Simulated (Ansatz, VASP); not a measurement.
This is a calculation of HfC for VASP 6.6.1. 

File INCAR:

```
ALGO = Normal
EDIFF = 1E-6
EDIFFG = -0.01
ENCUT = 600
IBRION = 2
ISIF = 3
ISMEAR = -1
LASPH = True
LCHARG = False
LREAL = False
LWAVE = False
NELM = 80
NSW = 40
PREC = Accurate
SIGMA = 0.05
```

KPOINTS

```
k-points
0
Gamma
  10 10 10
```

POSCAR

```
HfC
1.0
    0.0000000000      2.3250000000      2.3250000000
    2.3250000000      0.0000000000      2.3250000000
    2.3250000000      2.3250000000      0.0000000000
Hf C
1 1
Direct
    0.5000000000      0.5000000000      0.5000000000
    0.0000000000      0.0000000000      0.0000000000
```

Potentials or basis: VASP PAW LDA potentials, release 64 (Hf_pv, C).

Launch:

```console
$ cat potpaw_LDA.64/Hf_pv/POTCAR potpaw_LDA.64/C/POTCAR > POTCAR
$ mpirun -np 1 vasp_std > vasp.out
```

Set up the same calculation for Ansatz 0.2.0. Potentials or basis there: all-electron LAPW, scalar-relativistic.

As run (cutoffs and basis follow the program's own potentials, and thresholds, step limits or extra output files can differ):

File input.yaml:

```yaml
crystal:
  lattice:
    - [0.0, 2.325, 2.325]
    - [2.325, 0.0, 2.325]
    - [2.325, 2.325, 0.0]
  atoms:
    - { symbol: Hf, position: [0.5, 0.5, 0.5] }
    - { symbol: C, position: [0.0, 0.0, 0.0] }
kpoints:
  mp_grid: { grid: [10, 10, 10] }
scf:
  occupations: { method: fermi_dirac, width: 0.05 }
hamiltonian:
  xc: lda
  pseudopotentials: { kind: all_electron, lapw: { basis_error: 0.001 } }
output:
  forces: true
  stress: true
relax:
  f_tol: 0.02
  max_steps: 60
  cell: {}
```

Potentials or basis: all-electron LAPW, scalar-relativistic.

Launch:

```sh
$ ansatz run input.yaml --threads 1 --pin off --max-ram 3072MiB --backend cpu --events-out ev --progress --plain --runs-dir out
```

Both were run:

|  | VASP | Ansatz |
| --- | --- | --- |
| Relaxed volume | 11.98 Å³/atom | 11.96 Å³/atom |
| Relaxed cell | a = 3.236 Å, b = 3.236 Å, c = 3.236 Å, α = 60.00°, β = 60.00°, γ = 60.00° | a = 3.234 Å, b = 3.234 Å, c = 3.234 Å, α = 60.00°, β = 60.00°, γ = 60.00° |
| Space group after relaxing | Fm-3m (No. 225) | Fm-3m (No. 225) |
| Pressure after relaxing | 0.0 GPa | 0.0 GPa |

Where Ansatz's input types no cutoff or centring, it takes its own default and a Γ-centred mesh.

The two programs' LDA may be different fits to the electron gas.

Pressure is positive in compression.
